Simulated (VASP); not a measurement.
# In2O3 (R-3c) in VASP: a series of runs

The runs below take In2O3 through single point, with PBE.

All numbers are computed with VASP 6.6.1; they aren't measurements. Logs are shortened: lines on timing, memory, paths and dates and some standing lists are left out, and cuts for length are marked.

### Step 1. The crystal as given

Symmetry: R-3c, No. 167, trigonal system. The conventional cell has a = 5.575 Å, b = 5.575 Å, c = 14.739 Å, α = 90.00°, β = 90.00°, γ = 120.00°. Around In (site symmetry 3) lie 6 O at 2.15 to 2.29 Å. O (site symmetry 2) is surrounded by 4 In at 2.15 to 2.29 Å.

The cell is a database's computed one.

### Step 2. Single point, PBE

Contents of INCAR:

```
ALGO = Fast ; EDIFF = 1E-6
ENCUT = 520 ; GGA = PE
ISIF = 2 ; ISMEAR = 0
LASPH = True ; LCHARG = False
LREAL = False ; LWAVE = False
NBANDS = 55 ; NELM = 100
PREC = Accurate ; SIGMA = 0.1
```

Contents of KPOINTS:

```
k-points
0
Gamma
  6 6 6
```

Contents of POSCAR:

```
In2O3
1.0
    2.7875265541      1.6093792081      4.9128731862
   -2.7875265541      1.6093792081      4.9128731862
    0.0000000000     -3.2187584111      4.9128731879
In O
4 6
Direct
    0.6426842909      0.6426842909      0.6426842909
    0.8573157091      0.8573157091      0.8573157091
    0.3573157091      0.3573157091      0.3573157091
    0.1426842909      0.1426842909      0.1426842909
    0.0465624870      0.7500000000      0.4534375130
    0.7500000000      0.4534375130      0.0465624870
    0.4534375130      0.0465624870      0.7500000000
    0.9534375130      0.2500000000      0.5465624870
    0.5465624870      0.9534375130      0.2500000000
    0.2500000000      0.5465624870      0.9534375130
```

Potentials or basis: VASP PAW PBE potentials, release 64 (In_d, O).

Launch:

```bash
cat potpaw_PBE.64/In_d/POTCAR potpaw_PBE.64/O/POTCAR > POTCAR
mpirun -np 1 vasp_std > vasp.out
```

OUTCAR:

```text
EDIFF = 1E-6
   ENCUT = 520
   GGA = PE
   ISIF = 2
   ISMEAR = 0
   LASPH = True
   LREAL = False
   NELM = 100
   PREC = Accurate

 ion  position               nearest neighbor table
   1  0.643  0.643  0.643-   8 2.15  10 2.15   9 2.15   7 2.29   5 2.29   6 2.29   2 3.16   3 3.30
                             3 3.30   3 3.30   2 3.66   2 3.66   2 3.66
   2  0.857  0.857  0.857-  10 2.15   8 2.15   9 2.15   7 2.29   6 2.29   5 2.29   1 3.16   4 3.30
                             4 3.30   4 3.30   1 3.66   1 3.66   1 3.66
   3  0.357  0.357  0.357-   5 2.15   6 2.15   7 2.15   9 2.29   8 2.29  10 2.29   4 3.16   1 3.30
                             1 3.30   1 3.30   4 3.66   4 3.66   4 3.66
   4  0.143  0.143  0.143-   6 2.15   5 2.15   7 2.15   9 2.29  10 2.29   8 2.29   3 3.16   2 3.30
                             2 3.30   2 3.30   3 3.66   3 3.66   3 3.66
   5  0.047  0.750  0.453-   3 2.15   4 2.15   1 2.29   2 2.29
   6  0.750  0.453  0.047-   4 2.15   3 2.15   2 2.29   1 2.29
   7  0.453  0.047  0.750-   3 2.15   4 2.15   1 2.29   2 2.29
   8  0.953  0.250  0.547-   1 2.15   2 2.15   3 2.29   4 2.29
   9  0.547  0.953  0.250-   1 2.15   2 2.15   3 2.29   4 2.29
  10  0.250  0.547  0.953-   2 2.15   1 2.15   4 2.29   3 2.29

  LATTYP: Found a trigonal (rhomboedric) cell.
 ALAT       =     5.8733915814
 COS(alpha) =     0.5495048609

  Lattice vectors:

 A1 = (   2.7875265541,   1.6093792081,   4.9128731862)
 A2 = (  -2.7875265541,   1.6093792081,   4.9128731862)
 A3 = (   0.0000000000,  -3.2187584111,   4.9128731879)

Analysis of symmetry for initial positions (statically):
=====================================================================
 Subroutine PRICEL returns:
 Original cell was already a primitive cell.

 Routine SETGRP: Setting up the symmetry group for a
 trigonal (rhombohedral) supercell.

 Subroutine GETGRP returns: Found 12 space group operations
 (whereof  6 operations were pure point group operations)
 out of a pool of 12 trial point group operations.

The static configuration has the point symmetry S_6 .
 The point group associated with its full space group is D_3d.

Analysis of symmetry for dynamics (positions and initial velocities):
=====================================================================
 Subroutine PRICEL returns:
 Original cell was already a primitive cell.

 Routine SETGRP: Setting up the symmetry group for a
 trigonal (rhombohedral) supercell.

 Subroutine GETGRP returns: Found 12 space group operations
 (whereof  6 operations were pure point group operations)
 out of a pool of 12 trial point group operations.

The dynamic configuration has the point symmetry S_6 .
 The point group associated with its full space group is D_3d.

 Subroutine INISYM returns: Found 12 space group operations
 (whereof  6 operations are pure point group operations),
 and found     1 'primitive' translations

----------------------------------------------------------------------------------------

                                     Primitive cell

  volume of cell :     132.2404

  direct lattice vectors                    reciprocal lattice vectors
     2.787526554  1.609379208  4.912873186     0.179370489  0.103559600  0.067848959
    -2.787526554  1.609379208  4.912873186    -0.179370489  0.103559600  0.067848959
     0.000000000 -3.218758411  4.912873188     0.000000000 -0.207119200  0.067848959

  length of vectors
     5.873391581  5.873391581  5.873391581     0.217949178  0.217949178  0.217949178

  position of ions in fractional coordinates (direct lattice)
     0.642684291  0.642684291  0.642684291
     0.857315709  0.857315709  0.857315709
     0.357315709  0.357315709  0.357315709
     0.142684291  0.142684291  0.142684291
     0.046562487  0.750000000  0.453437513
     0.750000000  0.453437513  0.046562487
     0.453437513  0.046562487  0.750000000
     0.953437513  0.250000000  0.546562487
     0.546562487  0.953437513  0.250000000
     0.250000000  0.546562487  0.953437513

  ion indices of the primitive-cell ions
   primitive index   ion index
                 1           1
                 2           2
                 3           3
                 4           4
                 5           5
                 6           6
                 7           7
                 8           8
                 9           9
                10          10

----------------------------------------------------------------------------------------

 KPOINTS: k-points

Automatic generation of k-mesh.
 Grid dimensions read from file:
 generate k-points for:    6    6    6

 Generating k-lattice:

  Cartesian coordinates                     Fractional coordinates (reciprocal lattice)
     0.029895081  0.017259933  0.011308160     0.166666667  0.000000000  0.000000000
    -0.029895081  0.017259933  0.011308160     0.000000000  0.166666667  0.000000000
     0.000000000 -0.034519867  0.011308160     0.000000000  0.000000000  0.166666667

  Length of vectors
     0.036324863  0.036324863  0.036324863

  Shift w.r.t. Gamma in fractional coordinates (k-lattice)
     0.000000000  0.000000000  0.000000000

 Subroutine IBZKPT returns following result:
 ===========================================

 Found     32 irreducible k-points:

 Following reciprocal coordinates:
            Coordinates               Weight
  0.000000  0.000000  0.000000      1.000000
  0.166667  0.000000  0.000000      6.000000
  0.333333  0.000000  0.000000      6.000000
  0.500000  0.000000  0.000000      3.000000
  0.166667  0.166667  0.000000      6.000000
  0.333333  0.166667 -0.000000     12.000000
[... 16 lines left out ...]
  0.500000  0.500000  0.166667      6.000000
 -0.333333  0.500000  0.166667     12.000000
 [... further k-points ...]
   k-points           NKPTS =     32   k-points in BZ     NKDIM =     32   number of bands    NBANDS=     55
   number of dos      NEDOS =    301   number of ions     NIONS =     10
   total plane-waves  NPLWV = 110592
   dimension x,y,z NGX =    48 NGY =   48 NGZ =   48
   dimension x,y,z NGXF=    96 NGYF=   96 NGZF=   96
   ions per type =               4   6
   NGX,Y,Z   is equivalent  to a cutoff of  13.59, 13.59, 13.59 a.u.
   NGXF,Y,Z  is equivalent  to a cutoff of  27.17, 27.17, 27.17 a.u.
 SYSTEM =  unknown system
   PREC   = accura    normal or accurate (medium, high low for compatibility)
   ISTART =      0    job   : 0-new  1-cont  2-samecut
   ICHARG =      2    charge: 1-file 2-atom 10-const
   ISPIN  =      1    spin polarized calculation?
   LNONCOLLINEAR =      F non collinear calculations
   LSORBIT =      F    spin-orbit coupling
   LASPH  =      T    aspherical Exc in radial PAW
   ENCUT  =  520.0 eV  38.22 Ry    6.18 a.u.  10.92 10.92 10.92*2*pi/ulx,y,z
   NELM   =    100;   NELMIN=  2; NELMDL= -5     # of ELM steps
   EDIFF  = 0.1E-05   stopping-criterion for ELM
[... 8 lines left out ...]
   TEBEG  =    0.0;   TEEND  =   0.0 temperature during run
   PSTRESS=    0.0 pullay stress
   NELECT =      88.0000    total number of electrons
   NUPDOWN=      -1.0000    fix difference up-down
   EMIN   =  10.00;   EMAX   =-10.00  energy-range for DOS
   EFERMI =   0.00;   METHOD = LEGACY
   ISMEAR =     0;   SIGMA  =   0.10  broadening in eV -4-tet -1-fermi 0-gaus
   EFERMI_NEDOS =   21; number of points for ismear=-14 and -15
   IALGO  =     68    algorithm
   IMIX   =      4    mixing-type and parameters
     AMIX     =   0.40;   BMIX     =  1.00
     AMIX_MAG =   1.60;   BMIX_MAG =  1.00
  volume/ion in A,a.u.               =      13.22        89.24
  Fermi-wavevector in a.u.,A,eV,Ry     =   1.429270  2.700929 27.794160  2.042813
  Thomas-Fermi vector in A             =   2.549242
   LORBIT       =      0    0 simple, 1 ext, 2 COOP (PROOUT), +10 PAW based schemes
   GGA     = PE    functional components
   LHFCALC =     F    Hartree Fock is set to
   AEXX    =    0.0000 exact exchange contribution
   IVDW    =     0    specifies the selected vdW correction
   LEPSILON=     F    determine dielectric tensor
   LRPA    =     F    only Hartree local field effects (RPA)
 non-spin polarized calculation
 RMM-DIIS sequential band-by-band and
 Gauss-broadening in eV      SIGMA  =   0.10
  energy-cutoff  :      520.00
  volume of cell :      132.24
 maximum number of plane-waves:      3582
 NGX is ok and might be reduce to    48
   NGX = 21   NGY = 21   NGZ = 21

 number of electron      88.0000009 magnetization

 Free energy of the ion-electron system (eV)
  ---------------------------------------------------
  ext. energy  EPLUGINS =         0.00000000
  ---------------------------------------------------
  free energy    TOTEN  =       -55.47466585 eV

  energy without entropy =      -55.47466585  energy(sigma->0) =      -55.47466585

 E-fermi :   5.5141     XC(G=0): -10.9838

 val. band max:        5.0777172971   @ k =  -0.1667   0.1667   0.0000
 cond. band min:       6.0451041134   @ k =   0.0000   0.0000   0.0000
 fundamental gap:      0.9673868164
 Fermi energy:         5.5141041467

 k-point     1 :       0.0000    0.0000    0.0000
  band No.  band energies     occupation
      1     -12.2745      2.00000
      2     -11.4707      2.00000
      3     -11.4707      2.00000
      4     -11.2750      2.00000
      5     -11.2750      2.00000
      6     -11.1926      2.00000
[... 47 lines left out ...]
     54      14.7483      0.00000
     55      15.2153      0.00000

 k-point     2 :       0.1667    0.0000    0.0000
  band No.  band energies     occupation
      1     -12.2045      2.00000
      2     -11.4620      2.00000
      3     -11.4567      2.00000
      4     -11.3368      2.00000
      5     -11.2899      2.00000
      6     -11.2169      2.00000
[... 47 lines left out ...]
     54      15.3066      0.00000
     55      15.4198      0.00000

 k-point     3 :       0.3333    0.0000    0.0000
  band No.  band energies     occupation
      1     -12.0148      2.00000
      2     -11.5148      2.00000
      3     -11.4311      2.00000
      4     -11.4158      2.00000
      5     -11.3303      2.00000
      6     -11.2766      2.00000
[... 1152 lines left out ...]
 k-point    23 :       0.5000    0.5000    0.1667
  band No.  band energies     occupation
      1     -11.8763      2.00000
      2     -11.6411      2.00000
      3     -11.4730      2.00000
      4     -11.3864      2.00000
      5     -11.3521      2.00000
      6     -11.2178      2.00000
[... 47 lines left out ...]
     54      15.7260      0.00000
     55      16.2919      0.00000

 k-point    24 :      -0.3333    0.5000    0.1667
  band No.  band energies     occupation
      1     -11.8117      2.00000
      2     -11.6816      2.00000
      3     -11.4835      2.00000
      4     -11.4188      2.00000
      5     -11.3138      2.00000
      6     -11.2270      2.00000
[... 47 lines left out ...]
     54      15.4830      0.00000
     55      16.0591      0.00000

 [... further k-points ...]

------------------------ aborting loop because EDIFF is reached ----------------------------------------

  FORCE on cell =-STRESS in cart. coord.  units (eV):
  Direction    XX          YY          ZZ          XY          YZ          ZX
  --------------------------------------------------------------------------------------
  -------------------------------------------------------------------------------------
  Total        0.5054632      0.5054632      0.4365852     -0.0000000     -0.0000000      0.0000000
  in kB        6.1240098      6.1240098      5.2895088     -0.0000000     -0.0000000      0.0000000
  external PRESSURE =       5.8458428 kB  Pullay stress =       0.0000000 kB

 VOLUME and BASIS-vectors are now :
 -----------------------------------------------------------------------------
  energy-cutoff  :      520.00
  volume of cell :      132.24
      direct lattice vectors                 reciprocal lattice vectors
     2.787526554  1.609379208  4.912873186     0.179370489  0.103559600  0.067848959
    -2.787526554  1.609379208  4.912873186    -0.179370489  0.103559600  0.067848959
     0.000000000 -3.218758411  4.912873188     0.000000000 -0.207119200  0.067848959

 POSITION                                       TOTAL-FORCE (eV/Angst)
 -----------------------------------------------------------------------------------
      0.00000      0.00000      9.47228        -0.000000      0.000000      0.020130
      0.00000      0.00000     12.63565        -0.000000     -0.000000     -0.020130
      0.00000      0.00000      5.26634        -0.000000     -0.000000     -0.020130
      0.00000      0.00000      2.10297        -0.000000      0.000000      0.020130
     -1.96085     -0.17753      6.14109        -0.007843     -0.013584      0.000000
      0.82668      1.78691      6.14109        -0.007843      0.013584     -0.000000
      1.13417     -1.60938      6.14109         0.015686      0.000000     -0.000000
      1.96085      0.17753      8.59753         0.007843      0.013584     -0.000000
     -1.13417      1.60938      8.59753        -0.015686      0.000000     -0.000000
     -0.82668     -1.78691      8.59753         0.007843     -0.013584      0.000000
 -----------------------------------------------------------------------------------
    total drift:                               -0.000000     -0.000000      0.000000

  FREE ENERGIE OF THE ION-ELECTRON SYSTEM (eV)
  ---------------------------------------------------
  free  energy   TOTEN  =       -55.4746658481 eV

  energy  without entropy=      -55.4746658481  energy(sigma->0) =      -55.47466585
```

It took 4.3 min on 1 thread of Intel Xeon 6975P-C (Granite Rapids), shared host; peak memory 0.41 GiB.

Results:

```
Free energy            : -55.4747 eV
Pressure               : 0.6 GPa
Largest force          : 0.020 eV/Å
Band gap on the k mesh : 0.97 eV, indirect (least direct gap 1.04 eV)
```

Forces in eV/Å, atoms in the order of the input:
```
In   0.000  0.000  0.020
In   0.000  0.000 -0.020
In   0.000  0.000 -0.020
In   0.000  0.000  0.020
O   -0.008 -0.014  0.000
O   -0.008  0.014  0.000
O    0.016  0.000  0.000
O    0.008  0.014  0.000
O   -0.016  0.000  0.000
O    0.008 -0.014  0.000
```

Stress tensor (GPa, compression positive):
```
0.61 0.00 0.00
0.00 0.61 0.00
0.00 0.00 0.53
```

Caveat: spin-orbit coupling is left out, which moves the levels of the heavy elements.

### Step 3. Single point, PBE

Contents of INCAR:

```
PREC = Accurate
ENCUT = 520
EDIFF = 1E-6
ISMEAR = 0
SIGMA = 0.02
LREAL = False
LASPH = True
NELM = 100
ALGO = Fast
ISIF = 2
LWAVE = False
LCHARG = True
GGA = PE
LELF = True
LVHAR = True
NBANDS = 55
```

Contents of KPOINTS:

```
Automatic mesh
0
Gamma
  6 6 6
```

Contents of POSCAR:

```
In2O3
1.0
    2.7877408612      1.6095029366      4.9189167015
   -2.7877408612      1.6095029366      4.9189167015
    0.0000000000     -3.2190058733      4.9189167015
In O
4 6
Direct
    0.1427757704      0.1427757704      0.1427757704
    0.3572242296      0.3572242296      0.3572242296
    0.8572242296      0.8572242296      0.8572242296
    0.6427757704      0.6427757704      0.6427757704
    0.5465832627      0.2500000000      0.9534167373
    0.2500000000      0.9534167373      0.5465832627
    0.9534167373      0.5465832627      0.2500000000
    0.4534167373      0.7500000000      0.0465832627
    0.0465832627      0.4534167373      0.7500000000
    0.7500000000      0.0465832627      0.4534167373
```

Potentials or basis: VASP PAW PBE potentials, release 64 (In_d, O).

Launch:

```bash
cat potpaw_PBE.64/In_d/POTCAR potpaw_PBE.64/O/POTCAR > POTCAR
mpirun -np 1 vasp_std > vasp.out
```

Run time: 7.9 min. Hardware: 1 thread of Intel Xeon Platinum 8488C (Sapphire Rapids), shared host; peak memory 0.41 GiB.

Results (log left out):

* Free energy: -55.4755 eV
* Pressure: 0.4 GPa
* Largest force: 0.016 eV/Å
* Band gap on the k mesh: 0.96 eV, indirect (least direct gap 1.04 eV)

Forces in eV/Å, atoms in the order of the input:
```
In   0.000  0.000  0.016
In   0.000  0.000 -0.016
In   0.000  0.000 -0.016
In   0.000  0.000  0.016
O   -0.007 -0.012  0.000
O   -0.007  0.012  0.000
O    0.014  0.000  0.000
O    0.007  0.012  0.000
O   -0.014  0.000  0.000
O    0.007 -0.012  0.000
```

Stress tensor (GPa, compression positive):
```
0.45 0.00 0.00
0.00 0.45 0.00
0.00 0.00 0.28
```

Levels at points of the mesh, in eV from the valence-band top:
```
           k point  band 42  band 43  band 44  band 45  band 46  band 47
(0.00, 0.00, 0.00)    -0.24    -0.08    -0.08     0.96     5.32     5.85
(0.50, 0.00, 0.00)    -0.72    -0.06    -0.06     4.62     4.62     5.54
(0.50, 0.50, 0.00)    -0.35    -0.10    -0.05     4.81     5.18     6.06
(0.50, 0.50, 0.50)    -0.19    -0.19    -0.19     4.10     4.10     6.72
```

Caveat: spin-orbit coupling is left out, which moves the levels of the heavy elements.
